Kohn-Sham band gaps of rock-salt PbSe in one fixed 2-atom cell (edges 4.328 Å), without spin polarisation, and without spin-orbit coupling unless stated. Each gap is the lowest empty minus the highest filled level on the k-mesh. The measured gap is 0.2 eV, from ARPES on a film at 130 K, between quantized subbands at X-bar (bulk L point; arXiv:1712.07894).

```
                 program                    functional    how the value is got                                  potentials or basis  wave cutoff (eV)    k-mesh  computed band gap (eV)  computed less measured (eV)
       ABINIT 10.8.3 (1)                         SOGGA  Kohn-Sham, on the mesh                                     JTH PAW PBE v2.0               463     8x8x8                   0.154                        -0.05
         exciting sodium                        LDA-PZ  Kohn-Sham, on the mesh          all electron LAPW+lo, shipped species files               n/a     8x8x8                   0.179                        -0.02
       ABINIT 10.8.3 (2)  PBE with spin-orbit coupling  Kohn-Sham, on the mesh                   PseudoDojo NC FR PBE v0.4 standard              1061     6x6x6                   0.194                        -0.01
       ABINIT 10.8.3 (3)                       LDA-VWN  Kohn-Sham, on the mesh                                  JTH PAW LDA v2.0 sp               408     8x8x8                   0.204                         0.00
       ABINIT 10.8.3 (4)                           PBE  Kohn-Sham, on the mesh                                     JTH PAW PBE v2.0               463     8x8x8                   0.285                         0.08
Quantum ESPRESSO 7.5 (1)                           PBE  Kohn-Sham, on the mesh                                         SG15 PBE 1.2               952     6x6x6                   0.285                         0.08
Quantum ESPRESSO 7.5 (2)                           PBE  Kohn-Sham, on the mesh                     PseudoDojo 0.4.1 SR PBE standard              1170     8x8x8                   0.296                         0.10
       ABINIT 10.8.3 (5)                           PBE  Kohn-Sham, on the mesh                                     SPMS NC PBE v1.0               844     6x6x6                   0.301                         0.10
         GPAW 26.7.0 (1)                          BLYP  Kohn-Sham, on the mesh  PAW data sets made by gpaw setup for the functional               600     8x8x8                   0.375                         0.17
            SIESTA 5.4.2                           PBE  Kohn-Sham, on the mesh           PseudoDojo 0.4 standard, converted to PSML               n/a     8x8x8                   0.447                         0.25
         GPAW 26.7.0 (2)                          SCAN  Kohn-Sham, on the mesh                 GPAW PAW data sets (gpaw data 1.2.1)               600     8x8x8                   0.488                         0.29
       ABINIT 10.8.3 (6)                        r2SCAN  Kohn-Sham, on the mesh                                     JTH PAW PBE v2.0               544  10x10x10                   0.572                         0.37
```

What orders the gaps

The choice of functional moves this gap far more than the choice of program does. Four PBE runs without spin-orbit coupling, from two programs and four potential sets, agree within 0.016 eV. With one program and one potential set, the gap rises from 0.154 eV with SOGGA through 0.285 eV with PBE to 0.572 eV with r2SCAN. That set was made for PBE, so part of the rise may belong to the potentials. The r2SCAN run also warned that the density fell below the allowed floor at some points, and its total energy lies 1706 eV above that of the PBE run, almost all of it in the PAW term. That may be only a constant from the frozen core, but the exact r2SCAN gap is less certain. Its excess of 0.084 eV over the SCAN run mixes functional, program and potentials.

Theory offers part of a reason for the order. LDA sees only the local density, and SOGGA responds to density gradients more weakly than PBE, so it stays near LDA. The exchange part of BLYP responds to gradients more strongly than that of PBE, in line with its wider gap. SCAN and r2SCAN also use the kinetic-energy density. Their potential therefore acts differently on different orbitals, which usually pushes filled and empty states further apart. The table shows the order but does not test this reason, nor does it show why a stronger response to gradients should widen the gap of PbSe.

The PBE run that stands apart

SIESTA also uses PBE, yet its gap is 0.15 eV wider than that of the Quantum ESPRESSO run with closely related potentials. Its basis has a single radial function for each valence orbital, plus polarisation functions. For the same cell, the pressures computed in the two runs differ by more than ten GPa and have opposite signs. So large a disagreement points to the small basis as the main cause of the wide gap.

What spin-orbit coupling does

The gap lies at the L point of the bulk zone. There the lowest empty state is mostly a Pb 6p orbital along one body diagonal, and the highest filled state is mostly Se 4p with some Pb 6s. Spin-orbit coupling mixes the Pb orbital with the two Pb 6p orbitals across that diagonal, which lie higher. Levels that mix repel each other, so the conduction edge moves down. The same mixing on Se lifts the valence edge, but less, because Se is lighter.

Both shifts close the gap. If together they exceed the gap found without the coupling, the two edges pass through each other and a gap opens again with their characters exchanged. This is called band inversion. A program prints only the distance between the highest filled and the lowest empty level, which is positive in either case.

One printed gap, two possible shifts

Let E be the gap without spin-orbit coupling and Δ the amount by which the coupling closes it. Then

printed gap = |E − Δ|

The single run with the coupling, a PBE run, gives 0.194 eV. Its closest partner without it, Quantum ESPRESSO 7.5 (2), gives E = 0.296 eV. Two values of Δ fit this pair:

normal order: Δ = 0.296 − 0.194 = 0.102 eV
inverted order: Δ = 0.296 + 0.194 = 0.490 eV

The table cannot choose between them, because the character of the edge states was not printed. Inversion needs a shift above 0.296 eV. A rough two-level estimate for the Pb 6p orbitals alone gives 0.15 to 0.42 eV, depending on the level spacing assumed, so it does not decide either. The choice rests on experience from earlier calculations: near the measured lattice constant, PBE with spin-orbit coupling typically inverts the gap of PbSe. The larger shift is therefore the more likely one, and the signed gap is then about −0.19 eV.

Why the best match misleads

The spin-orbit run differs from the measured 0.2 eV by only −0.01 eV. If its bands are inverted, that agreement is false: the signed gap is about 0.4 eV too low. The error has practical consequences. The gap of real PbSe widens when the crystal expands, whereas an inverted gap would at first shrink. A model built on this run could have the right gap and the wrong response to strain.

The LDA and SOGGA gaps also lie close to the measurement, but they leave out a shift of at least about 0.1 eV. Their agreement comes from errors that cancel. The r2SCAN gap looks worst, at 0.37 eV too wide, yet it has the most room for the missing shift. If Δ is 0.490 eV for every functional, r2SCAN falls to

0.572 − 0.490 = 0.082 eV

and comes nearest to experiment. With the smaller Δ, PBE would be nearest instead.

The column "computed less measured" therefore does not rank the functionals. The PBE pair fixed Δ, so its own agreement is no test, and no second functional was run with the coupling to show whether Δ carries over. The measurement is soft as well: reported values run from 0.15 to 0.25 eV. Confinement in the film widens the gap, and so does warming to 130 K, which the computed gaps leave out. The output below lists both cases for each row.

How to tell the two cases apart

Raise the strength of the spin-orbit coupling in steps from zero to its full value. A gap that only shrinks has kept its order; one that closes and reopens has inverted. The same question can arise for other heavy-element semiconductors in which the coupling closes the gap, if the gap without it is no larger than the expected shift. There, a gap without its sign is an incomplete result.

Numerical output:

```
mean gap of the four scalar PBE rows without SIESTA (eV): 0.2917
spread of these four rows (eV): 0.016
PBE less SOGGA, same program and potentials (eV): 0.131
r2SCAN less PBE, same program and potentials (eV): 0.287
r2SCAN less SOGGA, same program and potentials (eV): 0.418
functional spread over PBE program spread (ratio): 26.12
mean PBE less mean of the two LDA rows (eV): 0.1002
difference of the two LDA rows (eV): 0.025
BLYP less mean PBE (eV): 0.08325
r2SCAN less SCAN (eV): 0.084
SIESTA less Quantum ESPRESSO (2), both PBE (eV): 0.151
expected occupation of the conduction edge in the spin-orbit row: 0.1256
spin-orbit shift if the order stays normal (eV): 0.102
spin-orbit shift if the edges are inverted (eV): 0.49
rough push on the Pb 6p edge, assumed spacing 1 eV (eV): 0.4183
rough push on the Pb 6p edge, assumed spacing 3 eV (eV): 0.15
signed gaps with the shift carried over (eV):
                       row  normal  normal_less_measured  inverted  inverted_less_measured
         ABINIT 10.8.3 (1)   0.052                -0.148    -0.336                  -0.536
           exciting sodium   0.077                -0.123    -0.311                  -0.511
         ABINIT 10.8.3 (2)   0.194                -0.006    -0.194                  -0.394
         ABINIT 10.8.3 (3)   0.102                -0.098    -0.286                  -0.486
         ABINIT 10.8.3 (4)   0.183                -0.017    -0.205                  -0.405
  Quantum ESPRESSO 7.5 (1)   0.183                -0.017    -0.205                  -0.405
  Quantum ESPRESSO 7.5 (2)   0.194                -0.006    -0.194                  -0.394
         ABINIT 10.8.3 (5)   0.199                -0.001    -0.189                  -0.389
           GPAW 26.7.0 (1)   0.273                 0.073    -0.115                  -0.315
              SIESTA 5.4.2   0.345                 0.145    -0.043                  -0.243
           GPAW 26.7.0 (2)   0.386                 0.186    -0.002                  -0.202
         ABINIT 10.8.3 (6)    0.47                  0.27     0.082                  -0.118
```
